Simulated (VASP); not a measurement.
# AlCo (Pm-3m) under biaxial strain in the (001) plane

Wanted: the elastic response of AlCo to biaxial strain in the (001) plane, with a fit that predicts a row left out.

Method: PBEsol, no spin polarisation; plane waves and PAW (Co, Al); cell typed or built by script, in the first sound run; inputs show where later runs differ, in VASP 6.6.1.

## 1. The starting structure

Symmetry: Pm-3m, No. 221, cubic system. Conventional cell: a = 2.862 Å, b = 2.862 Å, c = 2.862 Å, α = 90.00°, β = 90.00°, γ = 90.00°. Nearest to Co lie 8 Al at 2.48 Å. Al has 8 Co at 2.48 Å nearest. Farther neighbours are not listed.

Coordinates:

```cif
data_structure
_symmetry_space_group_name_H-M 'Pm-3m'
_symmetry_Int_Tables_number 221
_cell_length_a 2.8620
_cell_length_b 2.8620
_cell_length_c 2.8620
_cell_angle_alpha 90.000
_cell_angle_beta 90.000
_cell_angle_gamma 90.000
_cell_volume 23.44
loop_
_atom_site_label
_atom_site_type_symbol
_atom_site_symmetry_multiplicity
_atom_site_Wyckoff_symbol
_atom_site_fract_x
_atom_site_fract_y
_atom_site_fract_z
_atom_site_occupancy
Co1 Co 1 a 0.00000 0.00000 0.00000 1
Al1 Al 1 b 0.50000 0.50000 0.50000 1
```

## 2. Relax the crystal, PBEsol

The series starts from the cell that this level prefers, so that zero strain is near zero stress.

This step took 2 runs in a row; the last is shown.

Level: PBEsol, no spin polarisation; plane waves and PAW (Co, Al); cell typed or built by script.

File INCAR:

```
SYSTEM = AlCo
PREC = Accurate
ENCUT = 450
EDIFF = 1E-07
NELM = 120
ISMEAR = 1
SIGMA = 0.15
LREAL = .FALSE.
ALGO = Normal
GGA = PS
NBANDS = 12
LASPH = .TRUE.
LORBIT = 11
LWAVE = .FALSE.
LCHARG = .FALSE.
KPAR = 8
IBRION = 2
NSW = 40
ISIF = 3
EDIFFG = -0.005
POTIM = 0.4
```

File POSCAR:

```
AlCo
1.0
    2.8224832097      0.0000000000      0.0000000000
    0.0000000000      2.8224832097      0.0000000000
    0.0000000000      0.0000000000      2.8224832097
Co Al
1 1
Direct
    0.0000000000      0.0000000000      0.0000000000
    0.5000000000      0.5000000000      0.5000000000
```

File KPOINTS:

```
Automatic mesh
0
Gamma
17 17 17
0 0 0
```

PAW data sets: Co and Al (PBE family, release 64).

Run with:

```bash
$ mpirun -np 8 vasp_std
```

The program printed:

```text
[banner, memory and clock lines left out]
running    8 mpi-ranks, on    1 nodes
[...]
|                                                                             |
|           W    W    AA    RRRRR   N    N  II  N    N   GGGG   !!!           |
|           W    W   A  A   R    R  NN   N  II  NN   N  G    G  !!!           |
|           W    W  A    A  R    R  N N  N  II  N N  N  G       !!!           |
|           W WW W  AAAAAA  RRRRR   N  N N  II  N  N N  G  GGG   !            |
|           WW  WW  A    A  R   R   N   NN  II  N   NN  G    G                |
|           W    W  A    A  R    R  N    N  II  N    N   GGGG   !!!           |
|                                                                             |
|     For optimal performance we recommend to set                             |
|       NCORE = 2 up to number-of-cores-per-socket                            |
|     NCORE specifies how many cores store one orbital (NPAR=cpu/NCORE).      |
|     This setting can greatly improve the performance of VASP for DFT.       |
[...]
|     You enforced a specific xc type in the INCAR file but a different       |
|     [... a line on the potential file left out ...]
|     I HOPE YOU KNOW WHAT YOU ARE DOING!                                     |
|                                                                             |

 LDA part: xc-table for (Slater+PW92), standard interpolation
 POSCAR, INCAR and KPOINTS ok, starting setup
[...]
entering main loop
       N       E                     dE             d eps       ncg     rms          rms(c)
DAV:   1     0.337421631691E+02    0.33742E+02   -0.47769E+03  4000   0.938E+02
DAV:   2    -0.135789694851E+02   -0.47321E+02   -0.43698E+02  4100   0.171E+02
DAV:   3    -0.149819774630E+02   -0.14030E+01   -0.13930E+01  4796   0.358E+01
DAV:   4    -0.150038783572E+02   -0.21901E-01   -0.21894E-01  4500   0.404E+00
[...]
DAV:  11    -0.130812698634E+02    0.20989E-04   -0.25878E-05  4932   0.504E-02    0.107E-02
DAV:  12    -0.130812695196E+02    0.34378E-06   -0.83690E-07  5056   0.975E-03    0.500E-03
DAV:  13    -0.130812695280E+02   -0.83626E-08   -0.14912E-07  3312   0.260E-03
   1 F= -.13081270E+02 E0= -.13082005E+02  d E =-.130813E+02
[...]
reached required accuracy - stopping structural energy minimisation
```

Run time: 7.6 s. Hardware: 8 MPI ranks of Intel Xeon Platinum 8259CL at 2.50GHz (Skylake/Cascade Lake), shared host; peak memory 1.1 GiB; 45 s of CPU time.

The logs omit lines about the potential files and the build; timing stands in the text.

From OUTCAR (step 2):

```text
  Total       -0.0049179     -0.0049179     -0.0049179      0.0000000      0.0000000     -0.0000000
  in kB       -0.3504229     -0.3504229     -0.3504229      0.0000000      0.0000000     -0.0000000
  external PRESSURE =      -0.3504229 kB  Pullay stress =       0.0000000 kB

 POSITION                                       TOTAL-FORCE (eV/Angst)
 -----------------------------------------------------------------------------------
      0.00000      0.00000      0.00000         0.000000      0.000000      0.000000
      1.41124      1.41124      1.41124         0.000000      0.000000      0.000000
 -----------------------------------------------------------------------------------
    total drift:                                0.000000      0.000000      0.000000

  FREE ENERGIE OF THE ION-ELECTRON SYSTEM (eV)
  ---------------------------------------------------
  free  energy   TOTEN  =       -13.0812695280 eV

  energy  without entropy=      -13.0834760187  energy(sigma->0) =      -13.08200502

 reached required accuracy - stopping structural energy minimisation

[... 3 further parts left out ...]
[key lines of the parts left out:]
E-fermi :  10.8507
```

Numbers from this step:

- energy(sigma→0) of the program: -13.0820 eV
- stress, compression positive: xx, yy, zz -0.04, -0.04, -0.04 GPa
- volume: 22.485 Å³
- ionic steps: 1

## 3. Strain along the normal, PBEsol

One member in full: the plane is strained by -1.5 %, and the strain along the normal is moved by secant steps until the normal stress is under 0.012 GPa or five steps are spent; the atoms relax at each step.

This step took 3 runs, each at a new trial strain with the atoms of the one before; the last is shown.

Level: PBEsol, no spin polarisation; plane waves and PAW (Co, Al); cell typed or built by script.

INCAR, as its differences from that of step 2:

```diff
@@ -15,7 +15,7 @@
 LCHARG = .FALSE.
-KPAR = 8
-IBRION = 2
-NSW = 40
-ISIF = 3
-EDIFFG = -0.005
-POTIM = 0.4
+KPAR = 2
+IBRION = 1
+NSW = 25
+ISIF = 2
+EDIFFG = -0.004
+POTIM = 0.3
```

File POSCAR:

```
AlCo
1.0
    2.7801459620      0.0000000000      0.0000000000
    0.0000000000      2.7801459620      0.0000000000
    0.0000000000      0.0000000000      2.8643294120
Co Al
1 1
Direct
    0.0000000000      0.0000000000      0.0000000000
    0.5000000000      0.5000000000      0.5000000000
```

KPOINTS is that of step 2.

Run with:

```bash
$ mpirun -np 2 vasp_std
```

The program printed:

```text
[banner, memory and clock lines left out]
running    2 mpi-ranks, on    1 nodes
[...]
[... a notice as in an earlier step ...]

 LDA part: xc-table for (Slater+PW92), standard interpolation
 POSCAR, INCAR and KPOINTS ok, starting setup
[...]
entering main loop
       N       E                     dE             d eps       ncg     rms          rms(c)
DAV:   1     0.340717222319E+02    0.34072E+02   -0.48432E+03  9856   0.949E+02
DAV:   2    -0.135399631821E+02   -0.47612E+02   -0.43986E+02 10124   0.172E+02
DAV:   3    -0.149749232751E+02   -0.14350E+01   -0.14247E+01 11760   0.363E+01
DAV:   4    -0.149975710604E+02   -0.22648E-01   -0.22641E-01 11212   0.409E+00
[...]
DAV:  11    -0.130707320816E+02    0.23534E-04   -0.29375E-05 12064   0.553E-02    0.967E-03
DAV:  12    -0.130707314459E+02    0.63571E-06   -0.14221E-06 12136   0.122E-02    0.474E-03
DAV:  13    -0.130707313916E+02    0.54295E-07   -0.13099E-07  7096   0.340E-03
   1 F= -.13070731E+02 E0= -.13070764E+02  d E =-.130707E+02
 BRION: g(F)=  0.000E+00 g(S)=  0.000E+00
 reached required accuracy - stopping structural energy minimisation
```

Wall time 38 s (2 MPI ranks); peak memory 0.38 GiB.

OUTCAR, selected parts (step 3):

```text
  Total        0.6737962      0.6737962      0.0000200      0.0000000     -0.0000000      0.0000000
  in kB       48.7619395     48.7619395      0.0014510      0.0000000     -0.0000000      0.0000000
  external PRESSURE =      32.5084433 kB  Pullay stress =       0.0000000 kB

 POSITION                                       TOTAL-FORCE (eV/Angst)
 -----------------------------------------------------------------------------------
      0.00000      0.00000      0.00000         0.000000      0.000000      0.000000
      1.39007      1.39007      1.43216         0.000000      0.000000      0.000000
 -----------------------------------------------------------------------------------
    total drift:                                0.000000      0.000000      0.000000

  FREE ENERGIE OF THE ION-ELECTRON SYSTEM (eV)
  ---------------------------------------------------
  free  energy   TOTEN  =       -13.0707313916 eV

  energy  without entropy=      -13.0708281661  energy(sigma->0) =      -13.07076365

[... 1 part as in an earlier step ...]

[... 3 further parts left out ...]
[key lines of the parts left out:]
E-fermi :  11.0244
```

Numbers from this step:

```
energy(sigma→0) of the program : -13.0708 eV
stress, compression positive   : xx, yy, zz 4.88, 4.88, 0.00 GPa
ionic steps                    : 1
```

## 4. The whole series

The other members went through these steps as far as the tables show, with the same cutoff and, step by step, the same mesh; 22 runs are not shown. The session took 0.48 core hours (wall time by ranks) on a shared machine.

| in-plane strain (%) | strain along the normal (%) | in-plane stress, tension positive (GPa) | energy above the unstrained row, extrapolated to no smearing (meV/atom) |
| --- | --- | --- | --- |
| -2.000 | 2.092 | -6.375 | 9.728 |
| -1.500 | 1.483 | -4.876 | 5.621 |
| -1.000 | 0.933 | -3.293 | 2.569 |
| -0.500 | 0.434 | -1.661 | 0.662 |
| 0 | -0.013 | 0.018 | 0.000 |
| 0.500 | -0.400 | 1.743 | 0.622 |
| 1.000 | -0.753 | ? | ? |
| 1.500 | -1.093 | 5.124 | 5.568 |
| 2.000 | -1.420 | 6.732 | 9.789 |

## 5. A fit to the known rows

Fitting a parabola to the 8 known rows (e: strain in %) gives stress = 0.04064 e² + 3.305 e + 0.01854 in GPa; the residuals are 0.047 GPa r.m.s.

At e = 1 this predicts 3.364 GPa.

## 6. Prediction against calculation

The calculation gives 3.460 GPa, so the prediction is 0.096 GPa too low, more than twice the residual of the fit.

Slopes at zero strain, from cubics through all rows: strain ratio -0.832, stress over strain 341 GPa.

## 7. What came out

| Quantity | Value |
| --- | --- |
| error of the predicted stress | -0.096 GPa |
| ratio of normal to in-plane strain | -0.832 |
| biaxial modulus | 341 GPa |

In words: As a check, the curvature of the energy gives 363 GPa for the same modulus (energy per volume = M × strain²), 6 % from the slope of the stress; these energies are extrapolated to no smearing, while the stress belongs to the free energy, so part of the difference may come from that. These are static values: temperature and zero-point motion are left out. In a metal the slopes also depend on mesh and smearing, which were held through the series.

[Lines on the potential files, build, host, timing and source positions are cut from VASP's logs without a mark.]

[Logs are printed without paths, hosts, clocks, repeated set-up lines and the standing remarks that a program may print on its own settings, such as how far it seeks lower states.]

[Hosts, paths, dates, database ids (printed as entryN), source tags and the programs' standing remarks are cut or masked in the printed files.]

[In band tables of VASP the shares of atoms and orbitals are scaled to a sum of 1 inside the atoms' spheres.]
